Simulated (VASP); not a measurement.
A run of VASP 6.6.1 is set up as follows.

File INCAR:

```
SYSTEM = Sb
ALGO = Normal
EDIFF = 1E-7
ENCUT = 520
ISIF = 2
ISMEAR = -1
LASPH = .TRUE.
LCHARG = .FALSE.
LREAL = .FALSE.
LWAVE = .FALSE.
NBANDS = 8
NELM = 100
PREC = Accurate
SIGMA = 0.08
```

KPOINTS

```
k-points
0
G
  10 10 10
  0 0 0
```

File POSCAR:

```
Sb
1.0
    3.0387935434      0.0000000000      0.0000000000
    0.0000000000      3.0387935434      0.0000000000
    0.0000000000      0.0000000000      3.0387935434
Sb
1
Direct
    0.0000000000      0.0000000000      0.0000000000
```

Potentials or basis: VASP PAW LDA potentials, release 64 (Sb).

Run with:

```bash
$ cat potpaw_LDA.64/Sb/POTCAR > POTCAR
$ mpirun -np 1 vasp_std > vasp.out
```

Problem. Predict the band gap on the k mesh.

Solution. None (metal or under the smearing width).

Problem. Estimate the pressure.

Solution. 0.2 GPa.

Spin-orbit coupling is left out, which matters for the levels of Sb.
